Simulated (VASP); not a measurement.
# GeSe (Pnma) in VASP: notebook

Aim: see how the results for GeSe move with the level of theory and the settings. Levels: PBE+D3(BJ), rev-vdW-DF2, PBE, LDA. Tasks: dielectric tensor, phonons, band structure, G0W0 quasiparticle levels.

Everything below comes from runs of VASP 6.6.1. Logs are shortened: lines on timing, memory, paths and dates and some standing lists are left out, and cuts for length are marked.

## Step 1: The structure

It takes space group Pnma (No. 62, orthorhombic). Conventional cell: a = 10.963 Å, b = 3.881 Å, c = 4.423 Å, α = 90.00°, β = 90.00°, γ = 90.00°. Around Ge (site symmetry m) lie 3 Se at 2.59 to 2.60 Å. Around Se (site symmetry m) lie 3 Ge at 2.59 to 2.60 Å.

## Step 2: Dielectric tensor, PBE+D3(BJ)

INCAR

```
SYSTEM = GeSe
PREC = Accurate
ENCUT = 600
EDIFF = 1E-8
ISMEAR = 0
SIGMA = 0.03
LREAL = .False.
LASPH = .True.
NELM = 80
ALGO = Normal
ISIF = 2
LWAVE = .False.
LCHARG = .False.
GGA = PE
IVDW = 12
LEPSILON = .True.
KPAR = 2
```

KPOINTS

```
Automatic mesh
0
Monkhorst
  4 10 8
  0 0 0
```

POSCAR

```
GeSe                                    
1.0
   10.9625444716      0.0000000000      0.0000000000
    0.0000000000      3.8812127839      0.0000000000
    0.0000000000      0.0000000000      4.4234125755
  Ge              Se            
     4     4
Direct
     0.1231627917764788    0.7500000000000000    0.8870570487254978
     0.6231627917764790    0.7500000000000000    0.6129429512745022
     0.3768372082235211    0.2500000000000000    0.3870570487254980
     0.8768372082235210    0.2500000000000000    0.1129429512745020
     0.8547713199401474    0.7500000000000000    0.5019270275625536
     0.3547713199401473    0.7500000000000000    0.9980729724374464
     0.6452286800598526    0.2500000000000000    0.0019270275625535
     0.1452286800598527    0.2500000000000000    0.4980729724374466
```

Potentials or basis: VASP PAW PBE potentials, release 64 (Ge_d, Se).

The run is started by

```console
> cat potpaw_PBE.64/Ge_d/POTCAR potpaw_PBE.64/Se/POTCAR > POTCAR
> mpirun -np 2 vasp_std > vasp.out
```

OUTCAR:

```text
SYSTEM = GeSe
   PREC = Accurate
   ENCUT = 600
   EDIFF = 1E-8
   ISMEAR = 0
   LREAL = .False.
   LASPH = .True.
   NELM = 80
   ISIF = 2
   GGA = PE
   IVDW = 12
   LEPSILON = .True.
 IVDW          = 12

 ion  position               nearest neighbor table
   1  0.123  0.750  0.887-   6 2.59   8 2.60   8 2.60
   2  0.623  0.750  0.613-   5 2.59   7 2.60   7 2.60
   3  0.377  0.250  0.387-   8 2.59   6 2.60   6 2.60
   4  0.877  0.250  0.113-   7 2.59   5 2.60   5 2.60
   5  0.855  0.750  0.502-   2 2.59   4 2.60   4 2.60
   6  0.355  0.750  0.998-   1 2.59   3 2.60   3 2.60
   7  0.645  0.250  0.002-   4 2.59   2 2.60   2 2.60
   8  0.145  0.250  0.498-   3 2.59   1 2.60   1 2.60

  LATTYP: Found a simple orthorhombic cell.
 ALAT       =     3.8812127839
 B/A-ratio  =     1.1396985483
 C/A-ratio  =     2.8245151920

  Lattice vectors:

 A1 = (   0.0000000000,   3.8812127839,   0.0000000000)
 A2 = (   0.0000000000,   0.0000000000,   4.4234125755)
 A3 = (  10.9625444716,   0.0000000000,   0.0000000000)

Analysis of symmetry for initial positions (statically):
=====================================================================
 Subroutine PRICEL returns:
 Original cell was already a primitive cell.

 Routine SETGRP: Setting up the symmetry group for a
 simple orthorhombic supercell.

 Subroutine GETGRP returns: Found  8 space group operations
 (whereof  2 operations were pure point group operations)
 out of a pool of  8 trial point group operations.

The static configuration has the point symmetry S_2 .
 The point group associated with its full space group is D_2h.

Analysis of symmetry for dynamics (positions and initial velocities):
=====================================================================
 Subroutine PRICEL returns:
 Original cell was already a primitive cell.

 Routine SETGRP: Setting up the symmetry group for a
 simple orthorhombic supercell.

 Subroutine GETGRP returns: Found  8 space group operations
 (whereof  2 operations were pure point group operations)
 out of a pool of  8 trial point group operations.

The dynamic configuration has the point symmetry S_2 .
 The point group associated with its full space group is D_2h.

 Subroutine INISYM returns: Found  8 space group operations
 (whereof  2 operations are pure point group operations),
 and found     1 'primitive' translations

----------------------------------------------------------------------------------------

                                     Primitive cell

  volume of cell :     188.2072

  direct lattice vectors                    reciprocal lattice vectors
    10.962544472  0.000000000  0.000000000     0.091219698  0.000000000  0.000000000
     0.000000000  3.881212784  0.000000000     0.000000000  0.257651424  0.000000000
     0.000000000  0.000000000  4.423412576     0.000000000  0.000000000  0.226069801

  length of vectors
    10.962544472  3.881212784  4.423412576     0.091219698  0.257651424  0.226069801

  position of ions in fractional coordinates (direct lattice)
     0.123162792  0.750000000  0.887057049
     0.623162792  0.750000000  0.612942951
     0.376837208  0.250000000  0.387057049
     0.876837208  0.250000000  0.112942951
     0.854771320  0.750000000  0.501927028
     0.354771320  0.750000000  0.998072972
     0.645228680  0.250000000  0.001927028
     0.145228680  0.250000000  0.498072972

  ion indices of the primitive-cell ions
   primitive index   ion index
                 1           1
                 2           2
[... 114 lines left out ...]
 NGX is ok and might be reduce to    90
   NGX = 43   NGY = 15   NGZ = 17

--------------------------------------- Ionic step        1  -------------------------------------------

 number of electron      80.0000048 magnetization

 E-fermi :   4.1770     XC(G=0):  -9.8230

 val. band max:        4.0115632679   @ k =   0.1250   0.0500   0.3125
 cond. band min:       5.0825420567   @ k =   0.1250   0.0500   0.0625
 fundamental gap:      1.0709787888
 Fermi energy:         4.1770492004

 k-point     1 :       0.1250    0.0500    0.0625
  band No.  band energies     occupation
      1     -20.4425      2.00000
      2     -20.4410      2.00000
      3     -20.4402      2.00000
      4     -20.4392      2.00000
      5     -20.4386      2.00000
      6     -20.4384      2.00000
[... 1213 lines left out ...]
     47       7.5320      0.00000
     48       7.7121      0.00000

 [... further k-points ...]

  FORCE on cell =-STRESS in cart. coord.  units (eV):
  Direction    XX          YY          ZZ          XY          YZ          ZX
  --------------------------------------------------------------------------------------
  -------------------------------------------------------------------------------------
  Total      -0.03133     0.00633     0.03357     0.00000     0.00000     0.00000
  in kB      -0.26668     0.05385     0.28578     0.00000     0.00000     0.00000
  external pressure =        0.02 kB  Pullay stress =        0.00 kB

 VOLUME and BASIS-vectors are now :
 -----------------------------------------------------------------------------
  energy-cutoff  :      600.00
  volume of cell :      188.21
      direct lattice vectors                 reciprocal lattice vectors
    10.962544472  0.000000000  0.000000000     0.091219698  0.000000000  0.000000000
     0.000000000  3.881212784  0.000000000     0.000000000  0.257651424  0.000000000
     0.000000000  0.000000000  4.423412576     0.000000000  0.000000000  0.226069801

 POSITION                                       TOTAL-FORCE (eV/Angst)
 -----------------------------------------------------------------------------------
      1.35018      2.91091      3.92382        -0.001890      0.000000     -0.001824
      6.83145      2.91091      2.71130        -0.001890     -0.000000      0.001824
      4.13109      0.97030      1.71211         0.001890      0.000000     -0.001824
      9.61237      0.97030      0.49959         0.001890     -0.000000      0.001824
      9.37047      2.91091      2.22023        -0.001932      0.000000      0.000085
      3.88920      2.91091      4.41489        -0.001932      0.000000     -0.000085
      7.07335      0.97030      0.00852         0.001932      0.000000      0.000085
      1.59208      0.97030      2.20318         0.001932     -0.000000     -0.000085
 -----------------------------------------------------------------------------------
    total drift:                                0.000000      0.000000      0.000000

  FREE ENERGIE OF THE ION-ELECTRON SYSTEM (eV)
  ---------------------------------------------------
  free  energy   TOTEN  =       -36.7177089189 eV

  energy  without entropy=      -36.7177089189  energy(sigma->0) =      -36.71770892

 HEAD OF MICROSCOPIC STATIC DIELECTRIC TENSOR (INDEPENDENT PARTICLE, excluding Hartree and local field effects)
 ------------------------------------------------------
          16.412150     0.000000     0.000000
           0.000000    19.210540    -0.000000
           0.000000    -0.000000    17.836530
 ------------------------------------------------------

 Free energy of the ion-electron system (eV)
  ---------------------------------------------------
  ---------------------------------------------------
  free energy    TOTEN  =        -7.78443299 eV

  energy without entropy =       -7.78443299

------------------------ aborting loop because EDIFF is reached ----------------------------------------

 Edisp (eV)   -2.86352

 E8    (eV) :    -1.2307
[... 7 lines left out ...]
 E8    (eV) :    -1.2307

--------------------------------------- Ionic step        3  -------------------------------------------

 Free energy of the ion-electron system (eV)
  ---------------------------------------------------
  ---------------------------------------------------
  free energy    TOTEN  =        -8.68095534 eV

  energy without entropy =       -8.68095534

------------------------ aborting loop because EDIFF is reached ----------------------------------------

 Edisp (eV)   -2.86352

 E8    (eV) :    -1.2307

 PIEZOELECTRIC TENSOR FIELD DIRECTION 3  (e Angst)
 -----------------------------------------------------------------------------
    -0.01837  0.00000  0.00000           (  0.00004  0.00000  0.00000)
     0.00000  0.04073  0.00000           (  0.00000  0.00005  0.00000)
     0.00000  0.00000 -0.05228           (  0.00000  0.00000  0.00009)

 PIEZOELECTRIC TENSOR FIELD DIRECTION 3  (C/m^2)
 -----------------------------------------------------------------------------
    -0.00156  0.00000  0.00000
     0.00000  0.00347  0.00000
     0.00000  0.00000 -0.00445

 MACROSCOPIC STATIC DIELECTRIC TENSOR (including local field effects in DFT)
 ------------------------------------------------------
          14.889083     0.000000     0.000000
           0.000000    18.326424     0.000000
           0.000000     0.000000    16.461371
 ------------------------------------------------------

 PIEZOELECTRIC TENSOR (including local field effects)  for field in x, y, z        (e  Angst)
          XX          YY          ZZ          XY          YZ          ZX
  --------------------------------------------------------------------------------
  x     0.00000     0.00000     0.00000     0.00000     0.00000     0.00000
  y     0.00000     0.00000     0.00000     0.00000     0.00000     0.00000
  z     0.00000     0.00000     0.00000     0.00000     0.00000     0.00000

 PIEZOELECTRIC TENSOR (including local field effects)  for field in x, y, z        (C/m^2)
          XX          YY          ZZ          XY          YZ          ZX
  --------------------------------------------------------------------------------
  x     0.00000     0.00000     0.00000     0.00000     0.00000     0.00000
  y     0.00000     0.00000     0.00000     0.00000     0.00000     0.00000
  z     0.00000     0.00000     0.00000     0.00000     0.00000     0.00000

 BORN EFFECTIVE CHARGES (including local field effects) (in |e|, cummulative output)
 ---------------------------------------------------------------------------------
 ion    1
    1     2.65368     0.00000     0.20049
    2     0.00000     3.42457     0.00000
    3     0.81051     0.00000     2.65604
 ion    2
    1     2.65368     0.00000    -0.20049
    2     0.00000     3.42457     0.00000
    3    -0.81051     0.00000     2.65604
 ion    3
    1     2.65368    -0.00000    -0.20049
    2     0.00000     3.42457     0.00000
    3    -0.81051     0.00000     2.65604
 ion    4
    1     2.65368     0.00000     0.20049
    2     0.00000     3.42457     0.00000
    3     0.81051     0.00000     2.65604
 ion    5
    1    -2.65368    -0.00000     0.56251
    2     0.00000    -3.42457     0.00000
    3     0.78877     0.00000    -2.65604
 ion    6
    1    -2.65368    -0.00000    -0.56251
    2     0.00000    -3.42457     0.00000
    3    -0.78877     0.00000    -2.65604
 ion    7
    1    -2.65368     0.00000    -0.56251
    2     0.00000    -3.42457     0.00000
    3    -0.78877     0.00000    -2.65604
 ion    8
    1    -2.65368    -0.00000     0.56251
    2     0.00000    -3.42457     0.00000
    3     0.78877     0.00000    -2.65604
```

Wall time 27 min (2 MPI ranks of Intel Xeon 6975P-C (Granite Rapids), shared host); peak memory 1.2 GiB.

Results:

```yaml
Electronic_dielectric_tensor_diagonal: 14.89, 18.33, 16.46
Born_charges_mean_of_the_diagonal: Ge +2.91; Se -2.91 e
Dispersion_energy_per_atom: -0.358 eV
```

Levels at points of the mesh, in eV from the valence-band top:
```
           k point  band 37  band 38  band 39  band 40  band 41  band 42  band 43  band 44
(0.12, 0.05, 0.06)    -1.34    -1.01    -0.72    -0.11     1.07     2.67     2.85     2.94
```

Electronic dielectric tensor:
```
14.89  0.00  0.00
 0.00 18.33  0.00
 0.00  0.00 16.46
```

Born effective charge tensors (e):
atom 1, Ge
```
2.65 0.00 0.20
0.00 3.42 0.00
0.81 0.00 2.66
```
atom 2, Ge
```
 2.65  0.00 -0.20
 0.00  3.42  0.00
-0.81  0.00  2.66
```
atom 3, Ge
```
 2.65  0.00 -0.20
 0.00  3.42  0.00
-0.81  0.00  2.66
```
atom 4, Ge
```
2.65 0.00 0.20
0.00 3.42 0.00
0.81 0.00 2.66
```
atom 5, Se
```
-2.65  0.00  0.56
 0.00 -3.42  0.00
 0.79  0.00 -2.66
```
atom 6, Se
```
-2.65  0.00 -0.56
 0.00 -3.42  0.00
-0.79  0.00 -2.66
```
atom 7, Se
```
-2.65  0.00 -0.56
 0.00 -3.42  0.00
-0.79  0.00 -2.66
```
atom 8, Se
```
-2.65  0.00  0.56
 0.00 -3.42  0.00
 0.79  0.00 -2.66
```

(Part 1 of 4 ends here.)
